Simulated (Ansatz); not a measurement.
## C: energy along a strain

C, P6_3/mmc, a = 2.499 Å, c = 4.161 Å. Ansatz: PBEsol, PAW, 420 eV, Γ-centred 12×12×6 mesh on 4 atoms, Gaussian smearing 0.05 eV; no spin polarisation. Cell vectors (Å): 2.499 0.000 0.000; -1.249 2.164 0.000; 0.000 0.000 4.161. The cell is strained by x per cent times the pattern (0 0 1 0 0 0) in the order xx yy zz yz xz xy (engineering shears), with fractional coordinates held. y is the free energy over the start, V0 = 5.625 Å³/atom.

```tsv
x (%)	y (meV/atom)
-4.00	41.56
-3.00	22.76
-2.00	9.88
-1.00	2.41
0.00	0.00
1.00	2.28
2.00	8.89
3.00	19.58
3.50	26.31
4.00	?
```

**Question.** Fit y = c2 x² + c3 x³ to the other rows, get the stiffness along the pattern, and predict the missing energy.

**Answer.** Least squares on the rows shown. y = 2.3556 x² − 0.059928 x³. The clamped-ion stiffness p·C·p = 2 × 23.56 eV × 160.2 / 5.625 Å³ = 1342 GPa, which is C33 in these axes. At x = 4.00 the fit asked for gives 33.85 meV/atom. The run gave 33.94 meV/atom, so the fit is 0.09 meV/atom too low, a small miss on the scale of the series.

Cost: 10 runs of about 0.3 core-minutes in all, on Intel Xeon Platinum 8259CL (Skylake/Cascade Lake) (shared hosts).